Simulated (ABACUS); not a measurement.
**Ca under changes of volume**

One of the cells (43.632 Å³/atom); the others are scaled copies at fixed shape and fractional positions:

```
Ca
1.0
     0.00000    2.79420    2.79420
     2.79420    0.00000    2.79420
     2.79420    2.79420    0.00000
Ca
1
Direct
  0.00000 0.00000 0.00000
```

| Property | Result |
| --- | --- |
| Program | ABACUS 3.10.1 |
| Functional | PBE |
| Potentials or basis | PseudoDojo NC SR 0.4.1 PBE standard |
| Cutoff | 1361 eV |
| Density cutoff | 5442 eV |
| Basis | DZP LCAO (the cutoffs set its grid) |
| k mesh | 8 × 8 × 8 |
| Occupations | fermi-dirac, width 0.05 eV |
| Spin | no spin polarisation |

```csv
volume (Å³/atom),energy over the lowest point (meV/atom),pressure (GPa)
41.014,2.48,0.6
41.886,0.21,0.2
42.759,0.00,-0.1
43.632,1.79,-0.5
44.504,?,?
45.377,10.62,-1.1
46.250,17.51,-1.4
```

**Question.** What does the run at 44.504 Å³/atom give?

**Answer.** Energy over the lowest point 5.35 meV/atom; pressure -0.8 GPa.

Worked out: A Birch-Murnaghan fit of order 3 (a polynomial in V^(-2/3)) to the other rows has its minimum at 42.40 Å³/atom with B0 = V·E''(V) = 17.9 GPa (rough, since the energies scatter). It gives 5.35 meV/atom at 44.504 Å³/atom, against the run's 5.35, and -dE/dV = -0.8 GPa, against -0.8.

Energies are extrapolated to zero smearing.

Caveats: the atomic orbitals were generated for these runs and aren't a published set; the basis of atomic orbitals isn't converged, which shifts pressures, moduli and gaps.
